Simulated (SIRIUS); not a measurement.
TiO2 under changes of volume

One of the cells (18.074 Å³/atom); the others are scaled copies at fixed shape and fractional positions:

```xyz
3
Lattice="1.4973 0.8645 6.9815 -1.4973 0.8645 6.9815 0.0000 -1.7290 6.9815" Properties=species:S:1:pos:R:3 pbc="T T T"
Ti    0.0000    0.0000    0.0000
O     0.0000    0.0000    7.9492
O     0.0000    0.0000   12.9955
```

Measurements of this composition are mostly on another form, of space group No. 141.

```yaml
Program: SIRIUS 7.12.0
Functional: PBEsol
Potentials_or_basis: all-electron FP-LAPW
Cutoff: 340 eV
Basis: apw+lo standard
k_mesh: 8 × 8 × 8
Occupations: fermi-dirac, width 0.05 eV
Spin: no spin polarisation
```

```tsv
volume (Å³/atom)	energy over the lowest point (meV/atom)	gap on the mesh (eV)
16.990	?	?
17.351	0.00	2.82
17.713	1.12	2.75
18.074	8.16	2.68
18.436	20.48	2.62
18.797	37.54	2.56
19.159	58.86	2.50
```

**Question.** What does the run at 16.990 Å³/atom give?

**Answer.** Energy over the lowest point 5.55 meV/atom; gap on the mesh 2.89 eV.

Worked out: A Birch-Murnaghan fit of order 3 (a polynomial in V^(-2/3)) to the other rows has its minimum at 17.47 Å³/atom with B0 = V·E''(V) = 136 GPa and B' = 4.4 at fixed shape and positions, which overstates the stiffness. It gives 5.48 meV/atom at 16.990 Å³/atom, against the run's 5.55. A straight line through the other rows of the gap, of slope -3.22 eV per unit of ln V, extrapolates to 2.88 eV, against the run's 2.89.

Energies are extrapolated to zero smearing.

A mesh can miss the band edges.
